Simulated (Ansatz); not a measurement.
## Straining CuAu$_{3}$

Method: Ansatz 0.2.0, DFT PBEsol, scalar-relativistic, plane waves, PAW. (420 eV cutoff, 14×14×14 k-mesh, Gaussian smearing of 0.10 eV, no spin polarisation)

Reference structure (relaxed):

```xyz
4
Lattice="3.9743 0.0000 0.0000 0.0000 3.9743 0.0000 0.0000 0.0000 3.9743" Properties=species:S:1:pos:R:3 pbc="T T T"
Cu    0.0000    0.0000    0.0000
Au    0.0000    1.9871    1.9871
Au    1.9871    0.0000    1.9871
Au    1.9871    1.9871    0.0000
```

Deformation: all cell vectors scaled alike, the atoms relaxed, all within the symmetry that the strain leaves. Energies are extrapolated to zero smearing.

Spin–orbit coupling is left out, which can shift energies with elements as heavy as these.

```tsv
strain (%)	ΔE (meV/atom)	a (Å)	b (Å)	c (Å)
-6.0	363.7	3.736	3.736	3.736
-4.0	146.5	3.815	3.815	3.815
-2.0	33.2	3.895	3.895	3.895
+0.0	0.0	3.974	3.974	3.974
+2.0	27.8	4.054	4.054	4.054
+4.0	101.5	4.133	4.133	4.133
+6.0	209.3	4.213	4.213	4.213
```

Task: What stiffness (1/V) d²E/dε² at zero strain does a cubic fit over all points give?

Result: A cubic fit gives (1/V) d²E/dε² = 1630 GPa at zero strain (nine times the bulk modulus at fixed shape).